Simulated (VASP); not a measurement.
Calculation: PW91 GGA, VASP's PBE PAW potentials (set 64) (plane waves; VASP).

VASP input:

### INCAR
```
! general
SYSTEM = MgF2
PREC   = Accurate
ENCUT  = 520   ! plane-wave cut-off (eV)
LREAL  = F   ! projection in real space or not
LASPH  = T   ! aspherical one-centre terms

! electronic loop
EDIFF  = 1E-7
NELM   = 100   ! most electronic steps
ALGO   = Normal

! smearing
ISMEAR = 0
SIGMA  = 0.05

! functional
GGA    = 91   ! PW91

! ions
IBRION = 2   ! conjugate gradients
NSW    = 30   ! most ionic steps
ISIF   = 4   ! ions and shape, fixed volume
EDIFFG = -0.01

! output
LWAVE  = F
LCHARG = F
```

### KPOINTS
```
Automatic mesh
0
Gamma
5 5 7
0 0 0
```

### POSCAR
```
MgF2
1.0
  4.5772105449   0.0000000000   0.0000000000
  0.0000000000   4.5772105449   0.0000000000
  0.0000000000   0.0000000000   3.0194828727
Mg F
2 4
Cart
  4.5772105449   0.0000000000   0.0000000000
  2.2886052724   2.2886052724   1.5097414363
  1.3875371315   1.3875371315   3.0194828727
  3.6761424040   0.9010681409   1.5097414363
  0.9010681409   3.6761424040   1.5097414363
  3.1896734134   3.1896734134   0.0000000000
```

POTCAR, in this order: Mg F (PBE.64 set). Program: vasp_std.

The run wrote:

### OUTCAR
```
 ion  position               nearest neighbor table
   1  0.000  0.000  0.000-   3 1.96   6 1.96   5 1.98   4 1.98   4 1.98   5 1.98   2 3.57   2 3.57
                             2 3.57   2 3.57   2 3.57   2 3.57   2 3.57   2 3.57
   2  0.500  0.500  0.500-   4 1.96   5 1.96   3 1.98   6 1.98   3 1.98   6 1.98   1 3.57   1 3.57
                             1 3.57   1 3.57   1 3.57   1 3.57   1 3.57   1 3.57
   3  0.303  0.303  0.000-   1 1.96   2 1.98   2 1.98
   4  0.803  0.197  0.500-   2 1.96   1 1.98   1 1.98
   5  0.197  0.803  0.500-   2 1.96   1 1.98   1 1.98
   6  0.697  0.697  0.000-   1 1.96   2 1.98   2 1.98
  LATTYP: Found a simple tetragonal cell.
 ALAT       =     4.5772105449
 C/A-ratio  =     0.6596775139
 Subroutine PRICEL returns:
 Original cell was already a primitive cell.
 Subroutine GETGRP returns: Found 16 space group operations
The static configuration has the point symmetry D_2h.
 The point group associated with its full space group is D_4h.
The dynamic configuration has the point symmetry D_2h.
 Subroutine INISYM returns: Found 16 space group operations
 Subroutine IBZKPT returns following result:
 Found     24 irreducible k-points:

 Following reciprocal coordinates:
            Coordinates               Weight
  0.000000  0.000000  0.000000      1.000000
...
```

**OSZICAR**
```
       N       E                     dE             d eps       ncg     rms          rms(c)
DAV:   1     0.204148980632E+03    0.20415E+03   -0.18564E+04  1000   0.151E+03
DAV:   2    -0.246613369407E+02   -0.22881E+03   -0.21819E+03  1276   0.342E+02
DAV:   3    -0.344288697418E+02   -0.97675E+01   -0.97356E+01  1136   0.721E+01
DAV:   4    -0.344920392776E+02   -0.63170E-01   -0.63158E-01  1092   0.676E+00
DAV:   5    -0.344924149017E+02   -0.37562E-03   -0.37561E-03  1108   0.527E-01    0.103E+01
DAV:   6    -0.317399564128E+02    0.27525E+01   -0.11393E+01  1096   0.261E+01    0.294E+00
DAV:   7    -0.317575280515E+02   -0.17572E-01   -0.13728E-01  1024   0.260E+00    0.187E+00
DAV:   8    -0.317850240590E+02   -0.27496E-01   -0.45794E-02  1068   0.257E+00    0.186E-01
DAV:   9    -0.317856736876E+02   -0.64963E-03   -0.39367E-03  1128   0.478E-01    0.723E-02
DAV:  10    -0.317859144576E+02   -0.24077E-03   -0.22558E-04  1060   0.133E-01    0.166E-02
DAV:  11    -0.317859143337E+02    0.12383E-06   -0.36424E-05  1112   0.491E-02    0.658E-03
DAV:  12    -0.317859146691E+02   -0.33535E-06   -0.96730E-06  1080   0.251E-02    0.350E-03
DAV:  13    -0.317859144814E+02    0.18765E-06   -0.13634E-06  1084   0.939E-03    0.454E-04
DAV:  14    -0.317859144750E+02    0.64815E-08   -0.16694E-08   588   0.119E-03
   1 F= -.31785914E+02 E0= -.31785914E+02  d E =-.317859E+02
       N       E                     dE             d eps       ncg     rms          rms(c)
DAV:   1    -0.317867312542E+02   -0.81677E-03   -0.51368E-01   960   0.666E+00    0.207E-01
DAV:   2    -0.317873067329E+02   -0.57548E-03   -0.10382E-02  1104   0.872E-01    0.116E-01
DAV:   3    -0.317870697644E+02    0.23697E-03   -0.16196E-04  1096   0.159E-01    0.418E-02
DAV:   4    -0.317870397186E+02    0.30046E-04   -0.93050E-05  1096   0.102E-01    0.790E-03
DAV:   5    -0.317870403698E+02   -0.65125E-06   -0.10597E-05  1020   0.276E-02    0.422E-03
DAV:   6    -0.317870404052E+02   -0.35334E-07   -0.35552E-07  1036   0.619E-03
   2 F= -.31787040E+02 E0= -.31787040E+02  d E =-.112593E-02
       N       E                     dE             d eps       ncg     rms          rms(c)
DAV:   1    -0.317870846322E+02   -0.44262E-04   -0.86017E-02   960   0.273E+00    0.847E-02
DAV:   2    -0.317871812704E+02   -0.96638E-04   -0.17426E-03  1104   0.357E-01    0.475E-02
DAV:   3    -0.317871414920E+02    0.39778E-04   -0.27421E-05  1096   0.654E-02    0.172E-02
DAV:   4    -0.317871363759E+02    0.51160E-05   -0.15673E-05  1096   0.418E-02    0.324E-03
DAV:   5    -0.317871364955E+02   -0.11959E-06   -0.17882E-06  1020   0.112E-02    0.186E-03
DAV:   6    -0.317871365034E+02   -0.78658E-08   -0.56672E-08   540   0.261E-03
   3 F= -.31787137E+02 E0= -.31787137E+02  d E =-.122203E-02
```

**OUTCAR**
```
------------------------ aborting loop because EDIFF is reached ----------------------------------------
  FORCE on cell =-STRESS in cart. coord.  units (eV):
  Direction    XX          YY          ZZ          XY          YZ          ZX
  --------------------------------------------------------------------------------------
  Total        2.6904201      2.6904201      2.7075521      0.0000000      0.0000000      0.0000000
  in kB       68.1390912     68.1390912     68.5729859      0.0000000      0.0000000      0.0000000
  external PRESSURE =      68.2837228 kB  Pullay stress =       0.0000000 kB
  volume of cell :       63.26
      direct lattice vectors                 reciprocal lattice vectors
     4.571663380 -0.000000000  0.000000000     0.218738765  0.000000000  0.000000000
    -0.000000000  4.571663380  0.000000000     0.000000000  0.218738765  0.000000000
     0.000000000  0.000000000  3.026814879     0.000000000  0.000000000  0.330380297
 POSITION                                       TOTAL-FORCE (eV/Angst)
 -----------------------------------------------------------------------------------
      0.00000     -0.00000      0.00000         0.000000     -0.000000      0.000000
      2.28583      2.28583      1.51341         0.000000     -0.000000      0.000000
      1.38206      1.38206      0.00000         0.002471      0.002471     -0.000000
      3.66789      0.90377      1.51341         0.002471     -0.002471      0.000000
      0.90377      3.66789      1.51341        -0.002471      0.002471     -0.000000
      3.18960      3.18960      0.00000        -0.002471     -0.002471      0.000000
 -----------------------------------------------------------------------------------
    total drift:                                0.000000      0.000000     -0.000000
  FREE ENERGIE OF THE ION-ELECTRON SYSTEM (eV)
  ---------------------------------------------------
  free  energy   TOTEN  =       -31.7871365034 eV

  energy  without entropy=      -31.7871365034  energy(sigma->0) =      -31.78713650

 reached required accuracy - stopping structural energy minimisation
```
(Selected blocks of OUTCAR.)

**CONTCAR**
```
MgF2
   1.00000000000000
     4.5716633799307411   -0.0000000000000000    0.0000000000000000
    -0.0000000000000000    4.5716633799307411    0.0000000000000000
     0.0000000000000000    0.0000000000000000    3.0268148785894908
  Mg              F
     2     4
Direct
     0.0000000000000000    0.0000000000000000    0.0000000000000000
     0.5000000000000000    0.5000000000000000    0.5000000000000000
     0.3023101291458045    0.3023101291458045    0.0000000000000000
     0.8023101291458045    0.1976898708541955    0.5000000000000000
     0.1976898708541955    0.8023101291458045    0.5000000000000000
     0.6976898708541955    0.6976898708541955    0.0000000000000000
```

### OUTCAR
```
 val. band max:       -1.1097549730   @ k =   0.0000   0.0000   0.0000

 cond. band min:       6.2390924121   @ k =   0.0000   0.0000   0.0000


 Fermi energy:        -0.8910813454

 k-point     1 :       0.0000    0.0000    0.0000
  band No.  band energies     occupation
      1     -21.9064      2.00000
      2     -21.0407      2.00000
      3     -21.0407      2.00000
      4     -20.9357      2.00000
      5      -5.2971      2.00000
      6      -3.7345      2.00000
      7      -3.2720      2.00000
      8      -3.2720      2.00000
      9      -3.0825      2.00000
     10      -3.0308      2.00000
     11      -2.3747      2.00000
     12      -2.3747      2.00000
     13      -1.8421      2.00000
     14      -1.4348      2.00000
     15      -1.4348      2.00000
     16      -1.1098      2.00000
     17       6.2391      0.00000
     18      11.3577      0.00000
     19      11.3577      0.00000
     20      12.8158      0.00000

 k-point     2 :       0.2000    0.0000    0.0000
  band No.  band energies     occupation
      1     -21.8383      2.00000
      2     -21.1653      2.00000
      3     -21.0219      2.00000
      4     -20.9090      2.00000
      5      -5.1456      2.00000
      6      -3.7155      2.00000
      7      -3.6598      2.00000
      8      -3.0642      2.00000
      9      -3.0199      2.00000
     10      -2.7003      2.00000
     11      -2.4481      2.00000
     12      -2.3250      2.00000
     13      -1.8938      2.00000
     14      -1.7870      2.00000
     15      -1.4654      2.00000
     16      -1.2102      2.00000
     17       6.7369      0.00000
     18      10.7135      0.00000
     19      11.6172      0.00000
     20      12.9539      0.00000

 k-point     3 :       0.4000    0.0000    0.0000
  band No.  band energies     occupation
      1     -21.6512      2.00000
      2     -21.4009      2.00000
      3     -20.9741      2.00000
      4     -20.9244      2.00000
      5      -4.7655      2.00000
...
```

The compound is MgF2 in the rutile structure. This cell is one point of a volume scan, at 0.94 of the reference volume. Symmetry was kept, so distortions that lower it aren't found.
